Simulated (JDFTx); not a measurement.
Input of a JDFTx 1.7.0 (patched build) run:

Contents of Ir.in:

```
lattice \
    0.1218292638     3.6694950198     4.1060439211 \
    3.4720991421     0.1463309236     3.8841464025 \
    3.3184514069     3.2939497659    -0.2902179966
coords-type Cartesian
ion Ir     0.0000000000     0.0000000000     0.0000000000 1

ion-species pseudo/Ir.upf
elec-cutoff 34
elec-ex-corr gga-PBE
van-der-waals D3
kpoint-folding 12 13 11
elec-smearing Fermi 0.0018374661
elec-n-bands 14
electronic-SCF nIterations 100 energyDiffThreshold 1e-09
electronic-minimize nIterations 30 energyDiffThreshold 1e-7
converge-empty-states yes
forces-output-coords Cartesian

dump-name run.$VAR
dump End Ecomponents EigStats BandEigs Kpoints Forces Stress
```

Potentials or basis: PseudoDojo-SR-PBE-0.5-standard with smoothed tails.

Command:

```console
$ jdftx -c 1 -i Ir.in -o Ir.out
```

**Question.** What does it give for the band gap on the k mesh?

**Answer.** None (metal or under the smearing width).

**Question.** What does it give for the pressure?

**Answer.** 17.4 GPa.

Stress tensor (GPa, compression positive):
```
  5.63 -24.81  20.17
-24.81  24.89  23.16
 20.17  23.16  21.62
```

Caveat: pairwise dispersion overbinds metals, which lowers pressure and volume. The run has no spin-orbit coupling, so splittings on Ir are missing.
